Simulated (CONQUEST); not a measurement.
# Ag (P-1) in CONQUEST: convergence with scf tolerance

Aim: find how far scf tolerance must go before the results for Ag settle, at PBE. This setting moves, with any that are tied to it; all else stays.

Program: CONQUEST 1.3. These are calculated values, not measurements. Logs are shortened: lines on timing, memory, paths and dates and some standing lists are left out, and cuts for length are marked.

### Step 1. The cell of the first run

The typed cell holds 2 atoms: a = 2.889 Å, b = 2.889 Å, c = 4.085 Å, α = 90.00°, β = 90.00°, γ = 90.00°.

The cell isn't the ideal one: atoms moved at random.

### Step 2. With scf tolerance 0.01

Contents of Conquest_input:

```
IO.Title Ag
IO.Coordinates coords.dat
IO.FractionalAtomicCoords T
IO.Iprint 2
IO.Iprint_init 1
General.NumberOfSpecies 1
General.PseudopotentialType hamann
AtomMove.TypeOfRun static
AtomMove.FullStress T
Grid.GridCutoff 120
DM.SolutionMethod diagon
Diag.MPMesh T
Diag.GammaCentred T
Diag.MPMeshX 7
Diag.MPMeshY 7
Diag.MPMeshZ 5
Diag.kT 0.00183747
minE.SCTolerance 0.01
SC.MaxIters 100
IO.AtomChargeOutput T
%block ChemicalSpeciesLabel
1 107.870 Ag
%endblock
```

Contents of coords.dat:

```
    5.4592009926     0.0000000000     0.0000000000
    0.0000000000     5.4592009926     0.0000000000
    0.0000000000     0.0000000000     7.7204760822
2
  0.0019930000  -0.0043430000   0.0113400000 1 T T T
  0.5164680000   0.4969790000   0.4946600000 1 T T T
```

Potentials or basis: PseudoDojo NC PBE, SZP, grid cutoff 120 Ha.

Run with:

```console
OMP_NUM_THREADS=1 Conquest
```

Standard output:

```text
Simulation cell dimensions:     5.4592 a0 x     5.4592 a0 x     7.7205 a0

      Atomic coordinates (a0)
         Atom         X         Y         Z  Species
            1    0.0109    5.4355    0.0876        1
            2    2.8195    2.7131    3.8190        1

         Monkhorst-Pack mesh:   7 x   7 x   5 gamma-centred
        This calculation includes non-local pseudopotentials,
         with a maximum core radius of      7.33347369

    Job title: Ag
    Job to be run: static calculation

[... 5 lines left out ...]
      Using Fermi-Dirac smearing

    Integration grid size:     32 x   32 x   40

    Integration grid spacing:  0.171 a0 x 0.171 a0 x 0.193 a0

    Number of species:  1
    --------------------------------------------------------
    |   #  mass (au)  Charge (e)  SF Rad (a0)  NSF  Label  |
    --------------------------------------------------------
    |   1    107.870      19.000        7.527   13  Ag     |
    --------------------------------------------------------
          SCF tolerance:                 0.01000000
          SCF iterations:               100

    The functional used will be GGA PBE96

           radial cut-off to be used is taken to be max PAO cut-off radius for this species:    7.333474

           greatest ang. mom. for making density from PAOs:  2
    Minimum blocs/proc is      640. Maximum blocs/proc is      640
    set_atom_dens: In set_atomic_density, electrons :      38.000000000000
 matrix_size & matrix_size_padH =           26          26

    Screened ion int: energy:    -256.727196235791 Ha

    new_SC_potl: Starting.  Tolerance:  0.10000E-01

    PulayMixSC: Starting Pulay mixing, A_up =  0.500 A_dn =  0.500
    PulayMixSC: Spin non-polarised calculation.
          Harris-Foulkes Energy            :      -310.030602150314905 Ha
          GroundState Energy (E-(1/2)TS)   :      -310.030720146127010 Ha
          Free Energy (E-TS)               :      -310.030838141939171 Ha
          DFT Total Energy                 :      -310.004967176836089 Ha
          Total number of electrons        :        38.000000000000249
    PulayMixSC: Pulay iteration     1 residual:              0.21205E-02
    PulayMixSC: reached SCF residual of  0.21205E-02 after      1 iterations
      | Number of electrons      =        38.000000
      |* band energy as 2Tr[K.H] =       -45.827119187125902 Ha
      |  screened ion-ion energy =      -256.727196235790529 Ha
      |  Ha correction           =        -0.033900855694872 Ha
      |  XC correction           =        -7.476286727398451 Ha
      | GS Energy as E-(1/2)TS   =      -310.030720146127010 Ha
      | Free Energy as E-TS      =      -310.030838141939171 Ha
      |* Harris-Foulkes energy   =      -310.030602150314905 Ha
      |* DFT total energy        =      -310.004967176836089 Ha
      |  estimated accuracy      =        -0.025634973478816 Ha

    force: Forces on atoms (Ha/a0)
    force:  Atom   X              Y              Z
    force:     1   0.0036758295   0.0000755213  -0.0146962512
    force:     2  -0.0035759368  -0.0004205775   0.0151903704

    force: Maximum force :        0.01519037(Ha/a0) on atom         2 in z direction
    force: Force Residual:        0.01538195 Ha/a0
    force: Total stress:        125.80281549    -0.02452566     0.08903225 GPa
                            -0.02452566   125.71902953     0.01922745
                             0.08903225     0.01922745   130.28270327
    force: Average pressure:   -127.26818277 GPa

    force: Finished force
    get_E_and_F: Change in energy during last step of electronic optimisation: -0.31003E+03

    BIBLIOGRAPHY: Please consider citing the following references in the conquest.bib file

    CONQUEST:         Bowler2002pt, Miyazaki2004, Nakata2020
    Basis:            Bowler2019
    DM:               Bowler:2006xr
    Pseudopotentials: Hamann2013, Bowler2019
    XC functional:    Perdew1996
```

It took 12 s on 1 thread of AMD EPYC 7B13 (Zen 3), shared host; peak memory 0.35 GiB.

Results:

```
Free energy            : -8436.3689 eV
Pressure               : -127.3 GPa
Largest force          : 0.803 eV/Å
Band gap on the k mesh : none (metal or under the smearing width)
```

### Step 3. With scf tolerance 0.001

Conquest_input: that of step 2 with these lines changed.

```diff
@@ -17,3 +17,3 @@
 Diag.kT 0.00183747
-minE.SCTolerance 0.01
+minE.SCTolerance 0.001
 SC.MaxIters 100
```

coords.dat is that of step 2.

Potentials or basis: PseudoDojo NC PBE, SZP, grid cutoff 120 Ha.

Run with:

```console
OMP_NUM_THREADS=1 Conquest
```

It took 14 s on 1 thread of AMD EPYC 7B13 (Zen 3), shared host; peak memory 0.35 GiB.

What came out:

```yaml
Free_energy: -8435.9756 eV
Pressure: -15.0 GPa
Largest_force: 0.540 eV/Å
Band_gap_on_the_k_mesh: none (metal or under the smearing width)
```

### Step 4. With scf tolerance 0.0001

Conquest_input: that of step 3 with these lines changed.

```diff
@@ -17,3 +17,3 @@
 Diag.kT 0.00183747
-minE.SCTolerance 0.001
+minE.SCTolerance 0.0001
 SC.MaxIters 100
```

coords.dat is that of step 3.

Run with:

```console
OMP_NUM_THREADS=1 Conquest
```

Wall time 19 s (1 thread of AMD EPYC 7B13 (Zen 3), shared host); peak memory 0.34 GiB.

Results (log left out):

| Item | Value |
| --- | --- |
| Free energy | -8435.9657 eV |
| Pressure | 8.6 GPa |
| Largest force | 0.527 eV/Å |
| Band gap on the k mesh | none (metal or under the smearing width) |

### Step 5. With scf tolerance 1e-05

Conquest_input: that of step 4 with these lines changed.

```diff
@@ -17,3 +17,3 @@
 Diag.kT 0.00183747
-minE.SCTolerance 0.0001
+minE.SCTolerance 1e-05
 SC.MaxIters 100
```

coords.dat is that of step 4.

Run with:

```console
OMP_NUM_THREADS=1 Conquest
```

Run time: 20 s. Hardware: 1 thread of AMD EPYC 7B13 (Zen 3), shared host; peak memory 0.35 GiB.

The run converged. Its results:

| Quantity | Value |
| --- | --- |
| Free energy | -8435.9656 eV |
| Pressure | 8.0 GPa |
| Largest force | 0.530 eV/Å |
| Band gap on the k mesh | none (metal or under the smearing width) |

### Step 6. With scf tolerance 1e-06

Conquest_input: that of step 5 with these lines changed.

```diff
@@ -17,3 +17,3 @@
 Diag.kT 0.00183747
-minE.SCTolerance 1e-05
+minE.SCTolerance 1e-06
 SC.MaxIters 100
```

coords.dat is that of step 5.

Potentials or basis: PseudoDojo NC PBE, SZP, grid cutoff 120 Ha.

Run with:

```console
OMP_NUM_THREADS=1 Conquest
```

Wall time 20 s (1 thread of AMD EPYC 7B13 (Zen 3), shared host); peak memory 0.35 GiB.

It converged, with:

| Property | Result |
| --- | --- |
| Free energy | -8435.9656 eV |
| Pressure | 8.0 GPa |
| Largest force | 0.530 eV/Å |
| Band gap on the k mesh | none (metal or under the smearing width) |

### Step 7. With scf tolerance 1e-07

Conquest_input: that of step 6 with these lines changed.

```diff
@@ -17,3 +17,3 @@
 Diag.kT 0.00183747
-minE.SCTolerance 1e-06
+minE.SCTolerance 1e-07
 SC.MaxIters 100
```

coords.dat is that of step 6.

Run with:

```console
OMP_NUM_THREADS=1 Conquest
```

Run time: 25 s. Hardware: 1 thread of AMD EPYC 7B13 (Zen 3), shared host; peak memory 0.34 GiB.

The run converged. Its results:

- Free energy: -8435.9656 eV
- Pressure: 8.0 GPa
- Largest force: 0.530 eV/Å
- Band gap on the k mesh: none (metal or under the smearing width)

### Step 8. With scf tolerance 1e-08

Conquest_input: that of step 7 with these lines changed.

```diff
@@ -17,3 +17,3 @@
 Diag.kT 0.00183747
-minE.SCTolerance 1e-07
+minE.SCTolerance 1e-08
 SC.MaxIters 100
```

coords.dat is that of step 7.

Run with:

```console
OMP_NUM_THREADS=1 Conquest
```

It took 27 s on 1 thread of AMD EPYC 7B13 (Zen 3), shared host; peak memory 0.35 GiB.

It converged, with:

- Free energy: -8435.9656 eV
- Pressure: 8.0 GPa
- Largest force: 0.530 eV/Å
- Band gap on the k mesh: none (metal or under the smearing width)

### Step 9. With scf tolerance 1e-09

Conquest_input: that of step 8 with these lines changed.

```diff
@@ -17,3 +17,3 @@
 Diag.kT 0.00183747
-minE.SCTolerance 1e-08
+minE.SCTolerance 1e-09
 SC.MaxIters 100
```

coords.dat is that of step 8.

Potentials or basis: PseudoDojo NC PBE, SZP, grid cutoff 120 Ha.

Run with:

```console
OMP_NUM_THREADS=1 Conquest
```

Run time: 31 s. Hardware: 1 thread of AMD EPYC 7B13 (Zen 3), shared host; peak memory 0.35 GiB.

The run converged. Its results:

* Free energy: -8435.9657 eV
* Pressure: 8.0 GPa
* Largest force: 0.530 eV/Å
* Band gap on the k mesh: none (metal or under the smearing width)

### Step 10. Summary

| scf tolerance | energy less the tightest run, at zero smearing (meV/atom) | pressure (GPa) | largest force (eV/Å) | SCF cycles | CPU time (s) | peak memory (GiB) |
| --- | --- | --- | --- | --- | --- | --- |
| 0.01 | -201.28 | -127.27 | 0.803 | 1 | 12 | 0.35 |
| 0.001 | -4.95 | -15.05 | 0.540 | 2 | 14 | 0.35 |
| 0.0001 | 0.00 | 8.60 | 0.527 | 4 | 19 | 0.34 |
| 1e-05 | 0.00 | 7.96 | 0.530 | 5 | 20 | 0.35 |
| 1e-06 | 0.00 | 7.96 | 0.530 | 5 | 20 | 0.35 |
| 1e-07 | 0.00 | 7.97 | 0.530 | 7 | 25 | 0.34 |
| 1e-08 | 0.00 | 7.97 | 0.530 | 8 | 27 | 0.35 |
| 1e-09 | 0.00 | 7.97 | 0.530 | 10 | 31 | 0.35 |

Against the tightest run, the energy stays within 1 meV/atom from 0.0001 on; the pressure stays within 0.1 GPa from 1e-05 on; the largest force stays within 0.005 eV/Å from 0.0001 on. The tightest run that finished is the yardstick and may itself not be fully converged.

Caveats: the atomic basis is small; the basis of atomic orbitals isn't converged, which shifts pressures, moduli and gaps.
